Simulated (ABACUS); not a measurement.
# Fe (P6_3/mmc) in ABACUS: equation of state, part 2 of 2

ABACUS 3.10.1. Earlier steps stand in the parts before.

## 6. Equation of state, PBEsol, collinear spin, ferromagnetic start, 10.05 Å³/atom (volume scaled by 1.02)

INPUT

```
INPUT_PARAMETERS
suffix              Fe
calculation         scf
basis_type          pw
pseudo_dir          ./
symmetry            1
dft_functional      pbesol
ecutwfc             90
pseudo_rcut         7
nspin               2
nbands              23
ks_solver           dav
smearing_method     fd
smearing_sigma      0.00367493
scf_thr             1e-08
scf_nmax            100
mixing_type         broyden
mixing_beta         0.4
cal_force           1
cal_stress          1
kpar                4
```

STRU

```
ATOMIC_SPECIES
Fe 55.8450 Fe.upf

LATTICE_CONSTANT
1.8897261246

LATTICE_VECTORS
2.4502783040 0.0000000000 0.0000000000
-1.2251391521 2.1220032576 0.0000000000
0.0000000000 0.0000000000 3.8673784861

ATOMIC_POSITIONS
Direct

Fe
0.0
2
0.6666666667 0.3333333333 0.7500000000 1 1 1 mag 3
0.3333333333 0.6666666667 0.2500000000 1 1 1 mag 3
```

KPT

```
K_POINTS
0
Gamma
12 12 7 0 0 0
```

Potentials or basis: PseudoDojo NC SR 0.4.1 PBEsol standard, plane waves.

The run is started by

```
$ OMP_NUM_THREADS=1 mpirun -np 4 abacus > log
```

running log:

```text
ABACUS v3.10.1

               Atomic-orbital Based Ab-initio Computation at UStc

 ------------------------------------------------------------------------------------

 READING GENERAL INFORMATION
                           global_out_dir = OUT.Fe/
                           global_in_card = INPUT
                               pseudo_dir = ./
                              orbital_dir =
                                    DSIZE = 4
                                    GSIZE = 1

 READING UNITCELL INFORMATION
                                    ntype = 1
                  lattice constant (Bohr) = 1.88973
              lattice constant (Angstrom) = 1

 READING ATOM TYPE 1
                               atom label = Fe
                      L=0, number of zeta = 1
                      L=1, number of zeta = 1
                      L=2, number of zeta = 1
             number of atom for this type = 2
               magnetization of element 1 = 3

                        TOTAL ATOM NUMBER = 2
DIRECT COORDINATES
    atom                   x                   y                   z     mag                  vx                  vy                  vz
taud_Fe1            0.6666666667        0.3333333333        0.7500000000  3.0000        0.0000000000        0.0000000000        0.0000000000
[... 403 lines left out ...]
----------------------------------------------------------
 E_KohnSham     -500.8672786668      -6814.6489316219
 E_KS(sigma->0) -500.8665421794      -6814.6389111966
 E_Harris       -500.8666939577      -6814.6409762472
 E_band         -25.3498189725       -344.9019812942
 E_one_elec     -181.5788938420      -2470.5075927877
 E_Hartree      113.5428490034       1544.8297135999
 E_xc           -70.3339771193       -956.9428518236
 E_Ewald        -362.4957837341      -4932.0081597599
 E_entropy(-TS) -0.0014729748        -0.0200408506
 E_descf        0.0000000000         0.0000000000
 E_exx          0.0000000000         0.0000000000
 E_Fermi        1.5681101347         21.3352329237
----------------------------------------------------------

 charge density convergence is achieved
 final etot is -6814.6489316 eV
 EFERMI = 21.335232924 eV

 STATE ENERGY(eV) AND OCCUPATIONS    NSPIN == 2
SPIN UP :
 1/19 kpoint (Cartesian) = 0.0000 0.0000 0.0000 (1925 pws)
       1       -65.7197    0.000992063
       2       -65.5738    0.000992063
       3       -32.2136    0.000992063
       4       -31.6358    0.000992063
       5       -31.6358    0.000992063
       6       -31.5320    0.000992063
[... 140 lines left out ...]
      22        32.7415        0.00000
      23        37.1137        0.00000

[... levels at 32 further k points ...]

------------------------------------------------------------------------------------------
 TOTAL-FORCE (eV/Angstrom)
------------------------------------------------------------------------------------------
                       Fe1         0.0000000000         0.0000000000         0.0000000000
                       Fe2         0.0000000000         0.0000000000         0.0000000000
------------------------------------------------------------------------------------------

----------------------------------------------------------------
 TOTAL-STRESS (KBAR)
----------------------------------------------------------------
       -85.2688862533        -0.0000000040        -0.0000000000
        -0.0000000040       -85.2688862538         0.0000000000
         0.0000000000         0.0000000000       -72.3171452700
----------------------------------------------------------------
 TOTAL-PRESSURE: -80.951639 KBAR

 --------------------------------------------
 !FINAL_ETOT_IS -6814.6489316219312968 eV
 --------------------------------------------
```

stdout:

```text
ABACUS v3.10.1

               Atomic-orbital Based Ab-initio Computation at UStc

%%%%%%%%%%%%%%%%%%%%%%%%%%%%%%%%%%%%%%%%%%%%%%%%%%%%%%%%%%%%%%%%%%%%%%%%%%%%%%%%%%%%%%%%%%%%%%%%%%%%%%%%%
 Warning: the number of valence electrons in pseudopotential > 8 for Fe: [Ar] 3d6 4s2
[... 36 lines left out ...]
 TOTAL-STRESS (KBAR)
----------------------------------------------------------------
       -85.2688862533        -0.0000000040        -0.0000000000
        -0.0000000040       -85.2688862538         0.0000000000
         0.0000000000         0.0000000000       -72.3171452700
----------------------------------------------------------------
 TOTAL-PRESSURE: -80.951639 KBAR
```

It took 36 s on 4 MPI ranks of Intel Xeon Platinum 8259CL at 2.50GHz (Skylake/Cascade Lake), shared host; peak memory 0.4 GiB.

What came out:

```yaml
Free_energy: -6814.6489 eV
Pressure: -8.1 GPa
Band_gap_on_the_k_mesh: none (metal or under the smearing width)
Net_moment: 0.00 μB per cell
Absolute_moment: 0.00 μB per cell
```

Caveat: the starting moments collapsed, and a magnetic state may lie lower.

## 7. Equation of state, PBEsol, collinear spin, ferromagnetic start, 10.25 Å³/atom (volume scaled by 1.04)

INPUT is that of step 6.

STRU

```
ATOMIC_SPECIES
Fe 55.8450 Fe.upf

LATTICE_CONSTANT
1.8897261246

LATTICE_VECTORS
2.4661896479 0.0000000000 0.0000000000
-1.2330948240 2.1357828857 0.0000000000
0.0000000000 0.0000000000 3.8924920371

ATOMIC_POSITIONS
Direct

Fe
0.0
2
0.6666666667 0.3333333333 0.7500000000 1 1 1 mag 3
0.3333333333 0.6666666667 0.2500000000 1 1 1 mag 3
```

KPT is that of step 6.

The run is started by

```
$ OMP_NUM_THREADS=1 mpirun -np 4 abacus > log
```

Wall time 68 s (4 MPI ranks of Intel Xeon Platinum 8259CL at 2.50GHz (Skylake/Cascade Lake), shared host); peak memory 0.4 GiB.

Results (log left out):

* Free energy: -6814.6226 eV
* Pressure: -13.5 GPa
* Band gap on the k mesh: none (metal or under the smearing width)
* Net moment: 0.00 μB per cell
* Absolute moment: 0.00 μB per cell

Caveat: the starting moments collapsed, and a magnetic state may lie lower.

## 8. Equation of state, PBEsol, collinear spin, ferromagnetic start, 10.45 Å³/atom (volume scaled by 1.06)

INPUT is that of step 7.

STRU

```
ATOMIC_SPECIES
Fe 55.8450 Fe.upf

LATTICE_CONSTANT
1.8897261246

LATTICE_VECTORS
2.4818982858 0.0000000000 0.0000000000
-1.2409491429 2.1493869651 0.0000000000
0.0000000000 0.0000000000 3.9172856485

ATOMIC_POSITIONS
Direct

Fe
0.0
2
0.6666666667 0.3333333333 0.7500000000 1 1 1 mag 3
0.3333333333 0.6666666667 0.2500000000 1 1 1 mag 3
```

KPT is that of step 7.

The run is started by

```
$ OMP_NUM_THREADS=1 mpirun -np 4 abacus > log
```

Wall time 2.2 min (4 MPI ranks of Intel Xeon Platinum 8259CL at 2.50GHz (Skylake/Cascade Lake), shared host); peak memory 0.4 GiB.

It converged, with:

```yaml
Free_energy: -6814.5838 eV
Pressure: -18.3 GPa
Band_gap_on_the_k_mesh: none (metal or under the smearing width)
Net_moment: 0.00 μB per cell
Absolute_moment: 0.00 μB per cell
```

Caveat: the starting moments collapsed, and a magnetic state may lie lower.

## 9. Equation of state, PBEsol, collinear spin, ferromagnetic start

Potentials or basis: PseudoDojo NC SR 0.4.1 PBEsol standard, plane waves.

No new run: the results of the series are fitted here.

What came out:

```
Equilibrium volume                        : 9.80 Å³/atom
Bulk modulus at fixed shape and positions : 325 GPa
Pressure derivative of the bulk modulus   : 4.6
```

Energy against volume, from the lowest point:
| volume (Å³/atom) | energy (meV/atom) |
| --- | --- |
| 9.266 | 31.91 |
| 9.463 | 11.88 |
| 9.660 | 1.58 |
| 9.857 | 0.00 |
| 10.054 | 6.21 |
| 10.251 | 19.39 |
| 10.448 | 38.78 |

Caveat: the cell was scaled at fixed shape and fractional positions, which overstates the stiffness of a crystal with free parameters, most of all of layers and chains.
